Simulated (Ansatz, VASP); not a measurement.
## PbO: VASP beside Ansatz

```
CELL_PARAMETERS angstrom
0.00000 2.79878 2.79878
2.79878 0.00000 2.79878
2.79878 2.79878 0.00000
ATOMIC_POSITIONS crystal
Pb 0.00000 0.00000 0.00000
O 0.25000 0.25000 0.25000
```

The cell was built by a generator and needn't be a form met in nature.

Alike in both runs: task single point; functional r2SCAN; k mesh 6 × 6 × 6; no spin polarisation.

```csv
,VASP,Ansatz
version,VASP 6.6.1,Ansatz 0.2.0
potentials or method,"VASP PAW PBE potentials, release 64 (Pb_d, O)","plane waves, PAW"
plane-wave cutoff (eV),520,500
occupations,"gaussian, width 0.01 eV",fixed
valence electrons in the cell,20,20
```

```csv
,VASP,Ansatz,Ansatz less VASP
gap on the k mesh at the Fermi level (eV),0.65,0.66,+0.010
pressure (GPa),0.3,0.0,-0.27
```

Caveats: the PAW data sets were made with another functional, which shifts forces and pressure a little (VASP); spin-orbit coupling is left out, which as a rule narrows the gap of such compounds by several tenths of an eV. r2SCAN opens gaps a little over a GGA but as a rule still falls short of measured ones. A k mesh can miss the band edges.
